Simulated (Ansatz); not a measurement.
# Al6N5: the cost of one run

Program: Ansatz 0.2.0. Level of theory: DFT PBE, scalar-relativistic, plane waves, PAW. These are calculated values, not measurements.

2 further runs of the same task are left out: 2 set aside as unsound or not needed.

**1. The structure to begin with**

It takes space group P6_3/mmc (No. 194, hexagonal). Conventional cell: a = 3.313 Å, b = 3.313 Å, c = 4.187 Å, α = 90.00°, β = 90.00°, γ = 120.00°. Al (site symmetry -6m2) has 5 N at 1.91 to 2.09 Å as nearest neighbours. N (site symmetry -6m2) is surrounded by 5 Al at 1.91 to 2.09 Å.

Structure file:

```cif
data_structure
_symmetry_space_group_name_H-M 'P6_3/mmc'
_symmetry_Int_Tables_number 194
_cell_length_a 3.3135
_cell_length_b 3.3135
_cell_length_c 4.1875
_cell_angle_alpha 90.000
_cell_angle_beta 90.000
_cell_angle_gamma 120.000
_cell_volume 39.82
loop_
_atom_site_label
_atom_site_type_symbol
_atom_site_symmetry_multiplicity
_atom_site_Wyckoff_symbol
_atom_site_fract_x
_atom_site_fract_y
_atom_site_fract_z
_atom_site_occupancy
Al1 Al 2 d 0.33333 0.66667 0.75000 1
N1 N 2 c 0.33333 0.66667 0.25000 1
```

It goes back to an entry of the Materials Project, which need not be the stable form.

It is the result of an earlier relaxation at this level (volume 9.95 Å³/atom; gap on the mesh: 3.25 eV).

**3. Plan of the scan**

Atoms count from 1 in the order of the input.

An atom moved over a plane that holds its own site and a neighbouring vacancy.

The axes are (1) path of N10 from its site (0) to the vacancy (1), 2.836 Å: 11 values from −0.125 to 1.125; (2) shift of N10 across the path, along a normal: 9 values from −0.700 Å.

Nothing else is relaxed (all other atoms held at the sites of the perfect crystal). Points are written as (first, second).

(The set-up runs are not shown.)

**4. The run at (0.375, 0.000 Å)**

input.yaml

```yaml
crystal:
  lattice:
    - [1.6567491603, 2.8695737211, -4.1874629538]
    - [1.6567491603, -2.8695737211, -4.1874629538]
    - [-3.3134983206, 0.0, -4.1874629538]
  atoms:
    - { symbol: Al, position: [0.75, 0.0833333333, 0.4166666667] }
    - { symbol: Al, position: [0.4166666667, 0.75, 0.0833333333] }
    - { symbol: Al, position: [0.0833333333, 0.4166666667, 0.75] }
    - { symbol: Al, position: [0.9166666667, 0.5833333333, 0.25] }
    - { symbol: Al, position: [0.5833333333, 0.25, 0.9166666667] }
    - { symbol: Al, position: [0.25, 0.9166666667, 0.5833333333] }
    - { symbol: "N", position: [0.5833333333, 0.9166666667, 0.25] }
    - { symbol: "N", position: [0.25, 0.5833333333, 0.9166666667] }
    - { symbol: "N", position: [0.75, 0.4166666667, 0.0833333333] }
    - { symbol: "N", position: [0.6041666667, 0.1458333333, 0.6875] }
    - { symbol: "N", position: [0.0833333333, 0.75, 0.4166666667] }
total_charge: 3
basis:
  ecutwfc: 420
kpoints:
  mp_grid: { grid: [6, 6, 6] }
hamiltonian:
  xc: pbe
  pseudopotentials: { kind: paw, azcp: { folder: soft_1 } }
scf:
  occupations: { method: gaussian, width: 0.05 }
output:
  forces: true
  stress: true
  eigenvalues: true
  write_density: true
  write_potential: true
  elf: true
  volumetric_format: npy
```

Launch:

```bash
ansatz run input.yaml --threads 4 --pin off --max-ram 8192MiB --backend cpu --events-out ev --progress --plain --runs-dir out
```

**Question.** How long does this run take on 4 threads of Arm Neoverse V1, shared host, and how much memory does it need?

About 18 s, with a peak of 0.6 GiB.
